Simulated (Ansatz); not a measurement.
# Cu: the cost of one run

Program: Ansatz 0.2.0. Level of theory: DFT PBEsol, scalar-relativistic, plane waves, PAW. These are calculated values, not measurements.

1 further run of the same task is left out (set aside as unsound or not needed). Runs told in other sessions of the task aren't counted.

## (1) Starting point

It takes space group Fm-3m (No. 225, cubic). The conventional cell has a = 3.563 Å, b = 3.563 Å, c = 3.563 Å, α = 90.00°, β = 90.00°, γ = 90.00°. Around Cu (site symmetry m-3m) lie 12 Cu at 2.52 Å.

Coordinates:

```cif
data_structure
_symmetry_space_group_name_H-M 'Fm-3m'
_symmetry_Int_Tables_number 225
_cell_length_a 3.5634
_cell_length_b 3.5634
_cell_length_c 3.5634
_cell_angle_alpha 90.000
_cell_angle_beta 90.000
_cell_angle_gamma 90.000
_cell_volume 45.25
loop_
_atom_site_label
_atom_site_type_symbol
_atom_site_symmetry_multiplicity
_atom_site_Wyckoff_symbol
_atom_site_fract_x
_atom_site_fract_y
_atom_site_fract_z
_atom_site_occupancy
Cu1 Cu 4 a 0.00000 0.00000 0.00000 1
```

It is built from the cell relaxed beforehand with the same method (11.31 Å³/atom).

## (2) The undisturbed cell

Input file input.yaml:

```yaml
crystal:
  lattice:
    - [-3.5633720178, 3.5633720178, 0.0]
    - [-3.5633720178, 0.0, 3.5633720178]
    - [0.0, 3.5633720178, 3.5633720178]
  atoms:
    - { symbol: Cu, position: [0.0, 0.0, 0.0] }
    - { symbol: Cu, position: [0.5, 0.0, 0.0] }
    - { symbol: Cu, position: [0.0, 0.5, 0.0] }
    - { symbol: Cu, position: [0.0, 0.0, 0.5] }
    - { symbol: Cu, position: [0.5, 0.5, 0.0] }
    - { symbol: Cu, position: [0.5, 0.0, 0.5] }
    - { symbol: Cu, position: [0.0, 0.5, 0.5] }
    - { symbol: Cu, position: [0.5, 0.5, 0.5] }
basis:
  ecutwfc: 420
kpoints:
  mp_grid: { grid: [14, 14, 14] }
hamiltonian:
  xc: pbesol
scf:
  occupations: { method: gaussian, width: 0.15 }
output:
  forces: true
  stress: true
  eigenvalues: true
  write_density: true
  write_potential: true
  elf: true
  volumetric_format: npy
```

Run with:

```bash
$ ansatz run input.yaml --threads 1 --pin off --max-ram 2560MiB --backend cpu --events-out ev --progress --plain --runs-dir out
```

Q: Estimate wall time and peak memory on 1 thread of AMD EPYC 9R45 (Zen 5), shared host.

About 18 s, with a peak of 0.84 GiB.
